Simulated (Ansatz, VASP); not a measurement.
One calculation of Cu, two programs

File INCAR:

```
PREC = Accurate
ENCUT = 520
EDIFF = 1E-8
ISMEAR = -1
SIGMA = 0.03
LREAL = F
LASPH = T
NELM = 80
ALGO = Normal
ISIF = 2
LWAVE = F
LCHARG = F
GGA = PS
LEFG = T
NBANDS = 12
```

The input KPOINTS:

```
Automatic mesh
0
Gamma
  17 17 17
```

File POSCAR:

```
Cu
1.0
    0.0000000000      1.8014548043      1.8014548043
    1.8014548043      0.0000000000      1.8014548043
    1.8014548043      1.8014548043      0.0000000000
Cu
1
Direct
    0.0000000000      0.0000000000      0.0000000000
```

Input for Ansatz:

```yaml
crystal:
  lattice:
    - [0.0, 1.8014548043, 1.8014548043]
    - [1.8014548043, 0.0, 1.8014548043]
    - [1.8014548043, 1.8014548043, 0.0]
  atoms:
    - { symbol: Cu, position: [0.0, 0.0, 0.0] }
kpoints:
  mp_grid: { grid: [17, 17, 17] }
scf:
  occupations: { method: fermi_dirac, width: 0.03 }
hamiltonian:
  xc: pbesol
  pseudopotentials: { kind: all_electron, datasets: crystal }
output:
  forces: true
  stress: true
  eigenvalues: true
  efg: { contact_densities: true }
```

Change from the starting cell: volume scaled by 0.99, crystal datasets.

Alike in both runs: task electric field gradients; functional PBEsol; k mesh 17 × 17 × 17; occupations fermi-dirac, width 0.03 eV; no spin polarisation.

```csv
,VASP,Ansatz
version,VASP 6.6.1,Ansatz 0.2.0
potentials or method,"VASP PAW PBE potentials, release 64 (Cu)","all-electron PAW with datasets made for the crystal, scalar-relativistic"
plane-wave cutoff (eV),520,see its input
```

Ansatz gave:

- pressure (GPa): -5.3
- Vzz of the field gradient on the site that differs most (V/Å²): 0.0

Problem. What did VASP give for the same quantities?

Solution. Pressure (GPa): -4.6; Vzz of the field gradient on the site that differs most (V/Å²): 0.0.

Ansatz ran all-electron here, so the differences hold the error of VASP's frozen core and of both bases.

Caveats: the PAW data sets were made with another functional, which shifts forces and pressure a little (VASP).
